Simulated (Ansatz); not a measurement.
# AlNi in Ansatz: the effect of target pressure

Crystal: AlNi.

```xyz
2
Lattice="2.8810 0.0000 0.0000 0.0000 2.8810 0.0000 0.0000 0.0000 2.8810" Properties=species:S:1:pos:R:3 pbc="T T T"
Ni    1.4405    1.4405    1.4405
Al    0.0000    0.0000    0.0000
```

Alike in all runs:

| Quantity | Value |
| --- | --- |
| Program | Ansatz 0.2.0 |
| Task | relaxation of cell and atoms |
| Functional | PBEsol |
| Potentials or basis | Ansatz PAW |
| Cutoff | 420 eV (not typed: the program's choice for these potentials) |
| k mesh | 9 × 9 × 9 |
| Occupations | fermi-dirac, width 0.05 eV |
| Spin | collinear spin, ferromagnetic start |
| Starting moments | [1.0, 0.0] μB |

Each run relaxes the cell or the atoms first.

**Question.** One run gave: relaxed volume 11.59 Å³/atom. Which target pressure did it use?
A. 10 GPa
B. 0 GPa
C. 2 GPa
D. 30 GPa
E. 20 GPa

**Answer.** C.

```tsv
target pressure	relaxed volume (Å³/atom)
0 GPa	11.71
2 GPa	11.59
5 GPa	11.41
10 GPa	11.13
20 GPa	10.67
30 GPa	10.29
```

Caveats: the plane-wave basis is chosen anew once the cell has moved, so the energies of steps on either side of that aren't comparable; the PAW data sets come from PBE, with cores solved anew for the run's functional, which leaves a small shift of forces and pressure; the starting moments weren't kept.
